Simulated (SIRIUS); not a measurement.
# Zr (P6_3/mmc) in SIRIUS: reference runs

Aim: a first look at Zr with PBE, on the cell as given and on a disturbed one.

Everything below comes from runs of SIRIUS 7.10.0. Logs are shortened: lines on timing, memory, paths and dates and some standing lists are left out, and cuts for length are marked. The log counts tension as positive stress, the text compression.

### 1 Starting point

The structure is hexagonal, space group P6_3/mmc (No. 194). Conventional cell: a = 3.232 Å, b = 3.232 Å, c = 5.147 Å, α = 90.00°, β = 90.00°, γ = 120.00°. Zr (site symmetry -6m2) has 12 Zr at 3.18 to 3.23 Å as nearest neighbours.

### 2 Single point, PBE (atoms moved at random, drawn with an rms of 0.05 Å)

The input, sirius.json:

```json
{
  "control": {
    "processing_unit": "cpu",
    "verbosity": 2,
    "num_bands_to_print": 20,
    "print_forces": true,
    "print_stress": true
  },
  "parameters": {
    "electronic_structure_method": "pseudopotential",
    "xc_functionals": ["XC_GGA_X_PBE", "XC_GGA_C_PBE"],
    "gk_cutoff": 8.2,
    "pw_cutoff": 16.4,
    "ngridk": [9, 9, 5],
    "shiftk": [0, 0, 0],
    "smearing": "fermi_dirac",
    "smearing_width": 0.0018374661,
    "num_bands": 20,
    "num_mag_dims": 0,
    "num_dft_iter": 100,
    "energy_tol": 1e-08,
    "density_tol": 1e-06
  },
  "iterative_solver": {
    "type": "davidson",
    "min_tolerance": 1e-10
  },
  "mixer": {
    "type": "anderson",
    "beta": 0.7,
    "max_history": 8
  },
  "settings": {
    "tol_ne": 1e-10
  },
  "unit_cell": {
    "lattice_vectors": [
      [1.0, 0.0, 0.0],
      [-0.5, 0.866025403775, 0.0],
      [0.0, 0.0, 1.592512376238]
    ],
    "lattice_vectors_scale": 6.1075948348,
    "atom_coordinate_units": "lattice",
    "atom_types": ["Zr"],
    "atom_files": {
      "Zr": "Zr.json"
    },
    "atoms": {
      "Zr": [
        [0.662139, 0.338644, 0.749182],
        [0.347126, 0.68258, 0.244579]
      ]
    }
  }
}
```

Potentials or basis: PseudoDojo 0.4.1 PBE standard (scalar relativistic).

Command:

```
upf_to_json Zr.upf
OMP_NUM_THREADS=1 sirius.scf --input=sirius.json --output=out.json --task=0
```

Log:

```text
[info] SIRIUS version : 7.10.0
[info] number of MPI ranks           : 1
[info] MPI grid                      : 1 1
[info] maximum number of OMP threads : 1
[fft] FFT context for density and potential
[fft] =====================================
[fft]   comm size                             : 1
[fft]   plane wave cutoff                     : 16.4
[fft]   grid size                             : 36 36 54   total : 69984
[fft]   grid limits                           : -17 18   -17 18   -26 27
[fft]   number of G-vectors within the cutoff : 11666
[fft]   local number of G-vectors             : 11666
[fft]   number of G-shells                    : 1232
[fft] FFT context for coarse grid
[fft] =====================================
[fft]   comm size                             : 1
[fft]   plane wave cutoff                     : 16.4
[fft]   grid size                             : 36 36 54   total : 69984
[fft]   grid limits                           : -17 18   -17 18   -26 27
[fft]   number of G-vectors within the cutoff : 11666
[fft]   local number of G-vectors             : 11666
[fft]   number of G-shells                    : 1232
[unit cell] lattice vectors
[unit cell]   a1 :       6.1075948348      0.0000000000      0.0000000000
[unit cell]   a2 :      -3.0537974174      5.2893322829      0.0000000000
[unit cell]   a3 :       0.0000000000      0.0000000000      9.7264203635
[unit cell] reciprocal lattice vectors
[unit cell]   b1 :       1.0287495286      0.5939488173     -0.0000000000
[unit cell]   b2 :       0.0000000000      1.1878976345      0.0000000000
[unit cell]   b3 :       0.0000000000     -0.0000000000      0.6459915439
[unit cell] unit cell volume :       314.21296819 [a.u.^3]
[unit cell] 1/sqrt(omega)    :         0.05641414
[unit cell] MT volume        :         0.00000000 ( 0.00%)
[unit cell] IT volume        :       314.21296819 (100.00%)
[unit cell] number of atom types : 1
[unit cell] type id : 0 symbol : Zr mt_radius :  16.210000 num_atoms : 2
[unit cell] total number of atoms : 2
[unit cell] number of symmetry classes : 1
[unit cell] number of PAW atoms : 0
[unit cell] atom id  type id  class id             position                      vector_field
[unit cell] ------------------------------------------------------------------------------------------
[unit cell]      0        0        0      0.66214   0.33864   0.74918      0.00000   0.00000   0.00000
[unit cell]      1        0        0      0.34713   0.68258   0.24458      0.00000   0.00000   0.00000
[unit cell] atom id         position (Cartesian, a.u.)
[unit cell] ---------------------------------------------
[unit cell]      0       3.009927    1.791201    7.286859
[unit cell]      1       0.035644    3.610392    2.378878
[unit cell] class id : 0 atom id : 0 1
[unit cell] minimum bond length:     5.938481
[unit cell] total number of pseudo wave-functions: 20
[sym] space group number   : 2
[sym] international symbol : P-1
[sym] Hall symbol          : -P 1
[sym] space group transformation matrix :
[sym]   1.0000 -1.0000  0.0000
[sym]   1.0000  0.0000  0.0000
[sym]   0.0000  0.0000  1.0000
[sym] space group origin shift :
[sym]   0.5060  0.9954  0.5031
[sym] number of space group operations  : 2
[sym] number of magnetic group operations : 2
[sym] metric tensor error: 0.0000e+00
[sym] rotation matrix error: 3.3307e-16
[sym] symmetry operations
[... list of symmetry operations ...]
[atom type] label          : Zr
[atom type] --------------------------------------------------------------------------------
[... 297 lines left out ...]
[diagonalize] iterative solver tolerance (occupied, empty): 1.76242e-10 1.76242e-10
[diagonalize] average number of iterations: 1.64532
[diagonalize] Lowest band energies
[diagonalize] ik:    0   -1.276015   -1.270306   -0.487027   -0.455319   -0.454598   -0.449989   -0.449960   -0.449536    0.311259    0.407571    0.549550    0.551704    0.554657    0.562665    0.575031    0.577544    0.593515    0.601799    0.676593    0.687009
[diagonalize] ik:    1   -1.275515   -1.270091   -0.485705   -0.457649   -0.456258   -0.453022   -0.450509   -0.449972    0.323771    0.418590    0.527771    0.537229    0.561299    0.564193    0.574176    0.583334    0.589232    0.590644    0.693377    0.713014
[diagonalize] ik:    2   -1.274207   -1.269585   -0.482086   -0.465370   -0.460365   -0.458541   -0.452149   -0.451146    0.356913    0.440403    0.493430    0.503626    0.547246    0.564892    0.575376    0.595107    0.601294    0.619597    0.704230    0.776188
[diagonalize] ik:    3   -1.272597   -1.269116   -0.477226   -0.474082   -0.468204   -0.461013   -0.454764   -0.452558    0.396239    0.439786    0.458529    0.500539    0.548007    0.553355    0.562546    0.644811    0.645309    0.663246    0.711425    0.831597
[diagonalize] ik:    4   -1.271402   -1.268947   -0.479704   -0.473679   -0.472525   -0.462573   -0.457403   -0.453508    0.419746    0.428444    0.439629    0.509644    0.538542    0.555090    0.572038    0.692496    0.703603    0.709922    0.714367    0.791388
[diagonalize] ...
[diagonalize] ik:  198   -1.270763   -1.269910   -0.480596   -0.478290   -0.463440   -0.460962   -0.457885   -0.455508    0.418166    0.433109    0.476552    0.495648    0.533740    0.549582    0.583359    0.614831    0.672686    0.705409    0.708535    0.725270
[diagonalize] ik:  199   -1.270316   -1.269669   -0.482546   -0.480219   -0.464326   -0.460894   -0.458604   -0.455706    0.416967    0.431947    0.476287    0.491556    0.532404    0.563394    0.594509    0.625424    0.686111    0.699620    0.732429    0.752902
[diagonalize] ik:  200   -1.270760   -1.269913   -0.480737   -0.478129   -0.463772   -0.460247   -0.458415   -0.455380    0.418228    0.433770    0.476130    0.494632    0.533430    0.550581    0.583244    0.615056    0.671040    0.705754    0.708272    0.727122
[diagonalize] ik:  201   -1.271814   -1.270596   -0.477018   -0.472930   -0.461954   -0.459091   -0.456512   -0.454725    0.409300    0.435160    0.479740    0.497744    0.523278    0.539538    0.575888    0.600583    0.659795    0.662674    0.681880    0.712069
[diagonalize] ik:  202   -1.272953   -1.271419   -0.475006   -0.467421   -0.458493   -0.456691   -0.454188   -0.453578    0.384646    0.419812    0.487671    0.509251    0.527480    0.545857    0.567989    0.578727    0.639428    0.654254    0.672598    0.696155
[find] Charges and magnetic moments
[find] --------------------------------------------------------------------------------
[find] total charge          : 24.000000
[find] Energy
[find] --------------------------------------------------------------------------------
[find] valence_eval_sum               :      -7.02769084
[find] <rho|V^{XC}>                   :     -16.57601272
[find] <rho|E^{XC}>                   :     -20.02848206
[find] <mag|B^{XC}>                   :       0.00000000
[find] <rho|V^{H}>                    :      27.39830827
[find] one-electron contribution      :     -17.84998639 (Ha),     -35.69997278 (Ry)
[find] hartree contribution           :      13.69915414
[find] xc contribution                :     -20.02848206
[find] ewald contribution             :     -77.06215757
[find] PAW contribution               :       0.00000000
[find] smearing (-TS)                 :      -0.00058662
[find] SCF correction                 :      -0.00000018
[find] Total energy                   :    -101.24147206 (Ha),    -202.48294412 (Ry)
[find] Free energy (E-TS)             :    -101.24205868 (Ha),    -202.48411736 (Ry)
[find] band gap (eV)                  :       0.00000000
[find] Efermi                         :       0.51926782
[find] iteration : 16, RMS : 2.353129972434e-09, energy difference : 5.573497219302e-11
[find] Hartree energy of density residual : 1.307728504754e-15
[find] bands are converged : true
[find] iterative solver converged : true
[find] converged after 17 SCF iterations!
[find] Charges and magnetic moments
[find] --------------------------------------------------------------------------------
[find] total charge          : 24.000000
[find] Energy
[find] --------------------------------------------------------------------------------
[find] valence_eval_sum               :      -7.02769084
[find] <rho|V^{XC}>                   :     -16.57601272
[find] <rho|E^{XC}>                   :     -20.02848206
[find] <mag|B^{XC}>                   :       0.00000000
[find] <rho|V^{H}>                    :      27.39830827
[find] one-electron contribution      :     -17.84998639 (Ha),     -35.69997278 (Ry)
[find] hartree contribution           :      13.69915414
[find] xc contribution                :     -20.02848206
[find] ewald contribution             :     -77.06215757
[find] PAW contribution               :       0.00000000
[find] smearing (-TS)                 :      -0.00058662
[find] SCF correction                 :      -0.00000018
[find] Total energy                   :    -101.24147206 (Ha),    -202.48294412 (Ry)
[find] Free energy (E-TS)             :    -101.24205868 (Ha),    -202.48411736 (Ry)
[find] band gap (eV)                  :       0.00000000
[find] Efermi                         :       0.51926782
[ground_state] === stress tensor components [kbar] ===
[ground_state] === stress_kin ===
[ground_state] -18057.073295    1.227706   -0.496731
[ground_state]     1.227706-18059.019734   -0.369296
[ground_state]    -0.496731   -0.369296-17959.820011
[ground_state] === stress_har ===
[ground_state] -4129.757979   53.644117    1.282719
[ground_state]    53.644117-4204.784032    0.930378
[ground_state]     1.282719    0.930378-4492.521721
[ground_state] === stress_ewald ===
[ground_state] 24390.651998  115.073691    4.245649
[ground_state]   115.07369124229.752064    3.090958
[ground_state]     4.245649    3.09095823535.963889
[ground_state] === stress_vloc ===
[ground_state]  6740.476632 -165.234751   -4.938084
[ground_state]  -165.234751 6971.616892   -3.583890
[ground_state]    -4.938084   -3.583890 7817.890982
[ground_state] === stress_xc ===
[ground_state] -3050.344462    0.258965    0.003996
[ground_state]     0.258965-3050.709396    0.002853
[ground_state]     0.003996    0.002853-3051.420068
[ground_state] === stress_core ===
[ground_state]  7933.977719    0.213699    0.001516
[ground_state]     0.213699 7933.677979    0.001246
[ground_state]     0.001516    0.001246 7929.468784
[ground_state] === stress_nonloc ===
[ground_state] -13828.755916   -2.277192   -0.020912
[ground_state]    -2.277192-13825.554113   -0.016380
[ground_state]    -0.020912   -0.016380-13791.544455
[ground_state] === stress_us_nl ===
[ground_state] -13828.755916   -2.277192   -0.020912
[ground_state]    -2.277192-13825.554113   -0.016380
[ground_state]    -0.020912   -0.016380-13791.544455
[ground_state] === stress_total ===
[ground_state]    -0.825304    2.906235    0.078153
[ground_state]     2.906235   -5.020341    0.055867
[ground_state]     0.078153    0.055867  -11.982600
[ground_state] ==== total Forces in Ha/bohr =====
[ground_state] atom:    0, force:       0.0007431      0.0005200     -0.0018646
[ground_state] atom:    1, force:      -0.0007431     -0.0005200      0.0018646
[ground_state] ==== ultrasoft contribution from Qij =====
[ground_state] atom:    0, force:       0.0000000      0.0000000      0.0000000
[ground_state] atom:    1, force:       0.0000000      0.0000000      0.0000000
[ground_state] ==== non-local contribution from Beta-projector =====
[ground_state] atom:    0, force:      -0.0014069     -0.0009968      0.0000894
[ground_state] atom:    1, force:       0.0014069      0.0009968     -0.0000894
[ground_state] ==== contribution from local potential =====
[ground_state] atom:    0, force:      -0.0200318     -0.0146160      0.2296209
[ground_state] atom:    1, force:       0.0200318      0.0146160     -0.2296209
[ground_state] ==== contribution from core density =====
[ground_state] atom:    0, force:       0.0000822      0.0000568     -0.0001442
[ground_state] atom:    1, force:      -0.0000822     -0.0000568      0.0001442
[ground_state] ==== Ewald forces from ions =====
[ground_state] atom:    0, force:       0.0220996      0.0160761     -0.2314308
[ground_state] atom:    1, force:      -0.0220996     -0.0160761      0.2314308
[~DFT_ground_state] local op. applied: 134222
[~DFT_ground_state] evp. work count: 25113.4
[~DFT_ground_state] number of iterative solver steps: 6586
```

Run time: 5.2 min. Hardware: 1 thread of Arm Neoverse V1, shared host; peak memory 1.1 GiB.

Results:

```
Free energy            : -2754.9368 eV
Pressure               : 0.6 GPa
Largest force          : 0.107 eV/Å
Band gap on the k mesh : none (metal or under the smearing width)
```

Forces in eV/Å, atoms in the order of the input:
```
Zr   0.038  0.027 -0.096
Zr  -0.038 -0.027  0.096
```

### 3 Single point, PBE

sirius.json, as its differences from that of step 2:

```diff
@@ -49,4 +49,4 @@
       "Zr": [
-        [0.662139, 0.338644, 0.749182],
-        [0.347126, 0.68258, 0.244579]
+        [0.6666666667, 0.3333333333, 0.75],
+        [0.3333333333, 0.6666666667, 0.25]
       ]
```

Potentials or basis: PseudoDojo 0.4.1 PBE standard (scalar relativistic).

Command:

```
upf_to_json Zr.upf
OMP_NUM_THREADS=1 sirius.scf --input=sirius.json --output=out.json --task=0
```

It took 42 s on 1 thread of Arm Neoverse V2, shared host; peak memory 0.35 GiB.

It converged, with:

```
Free energy            : -2754.9391 eV
Pressure               : 0.6 GPa
Band gap on the k mesh : none (metal or under the smearing width)
```

Stress tensor (GPa, compression positive):
```
0.29 0.00 0.00
0.00 0.29 0.00
0.00 0.00 1.17
```
